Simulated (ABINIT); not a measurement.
NaCl:

```
Cl Na
1.0
     0.00000    2.79406    2.79406
     2.79406    0.00000    2.79406
     2.79406    2.79406    0.00000
Cl Na
1 1
Direct
  0.50000 0.50000 0.50000
  0.00000 0.00000 0.00000
```

The cell is a database's computed one.

Base run:

```yaml
Program: ABINIT 10.8.3 (patched build)
Functional: WC
Potentials_or_basis: JTH PAW PBE v2.0
Cutoff: 1088 eV
k_mesh: 8 × 8 × 8
Occupations: fermi-dirac, width 0.05 eV
Spin: no spin polarisation
```

Its results: band gap on the k mesh 5.07 eV, direct; pressure 0.6 GPa.

Question: After a change of settings the same cell gave: band gap on the k mesh 6.01 eV, direct; pressure 4.6 GPa. Which change was it?
A. functional from WC to HCTH407
B. functional from WC to revPBE
C. functional from WC to PBEsol; k mesh from 8 × 8 × 8 to 6 × 6 × 6
D. functional from WC to PBE; potentials or basis from JTH PAW PBE v2.0 to SG15 NC PBE v1.2; cutoff from 1088 eV to 1197 eV

Answer: A.

Caveats: the PAW data sets were made with another functional, which shifts forces and pressure a little.

Not every run made on this cell is shown here.
